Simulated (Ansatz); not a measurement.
# BP: energy against volume in PBE, exact exchange and the RPA

The task here is to estimate one member of a computed series from the others.

The runs shown are made with Ansatz 0.2.0. PBE orbitals, norm-conserving pseudopotentials, plane waves. No spin polarisation and no zero-point or thermal motion.

**The cell**

The cell was relaxed beforehand with r2SCAN; volume changes: +0 %, -5 %, +5 %, -10 %, +10 %.

The symmetry is F-43m (No. 216, cubic); conventional cell a = 4.537 Å, 11.67 Å³ an atom. Around B lie 4 P at 1.96 Å; around P lie 4 B at 1.96 Å.

Structure file:

```
CELL_PARAMETERS angstrom
0.00000 2.26832 2.26832
2.26832 0.00000 2.26832
2.26832 2.26832 0.00000
ATOMIC_POSITIONS crystal
B 0.00000 0.00000 0.00000
P 0.25000 0.25000 0.25000
```

Set-up of the first run:

input.yaml reads:

```yaml
crystal:
  lattice:
    - [0.0, 2.2683157262, 2.2683157262]
    - [2.2683157262, 0.0, 2.2683157262]
    - [2.2683157262, 2.2683157262, 0.0]
  atoms:
    - { symbol: B, position: [0.0, 0.0, 0.0] }
    - { symbol: P, position: [0.25, 0.25, 0.25] }
kpoints:
  mp_grid: { grid: [6, 6, 6] }
hamiltonian:
  xc: pbe
  pseudopotentials: { kind: nc }
scf:
  occupations: { method: fixed }
output:
  rpa_energy:
    ecut_chi_ladder: [317, 355, 394, 437, 480]
    long_wavelength: optical_limit
basis:
  ecutwfc: 1116.0
```

Among the steps run: The unscaled cell; Volume -5 %; Volume +5 %; Volume -10 %; Volume +10 %.

One of the session's tables, all rows but one given; the rest of the session is left out.

It belongs to the step «The three curves». Energies in meV/atom from the unscaled cell:

| volume (Å³/atom) | PBE | exact exchange | EXX+RPA | RPA correlation |
| --- | --- | --- | --- | --- |
| 10.504 | 81.8 | 102.5 | 64.5 | -37.9 |
| 11.088 | ? | ? | ? | ? |
| 11.671 | 0.0 | 0.0 | 0.0 | 0.0 |
| 12.255 | 8.9 | 5.7 | 17.6 | 12.0 |
| 12.838 | 41.8 | 39.4 | 59.4 | 20.0 |

Estimate the missing values for volume (Å³/atom) = 11.088.

Worked estimate for «PBE». A straight line through the neighbours (10.504, 81.8) and (11.671, 0.0) gives 81.8 + (0.0 − 81.8) × (11.088 − 10.504) / (11.671 − 10.504) = 40.9; a parabola fitted to 3 rows on both sides gives 24.3.

The run gave: PBE: 21.5; exact exchange: 29.4; EXX+RPA: 12.9; RPA correlation: -16.5. In «PBE» the line misses by +19.4 and the parabola by +2.8.
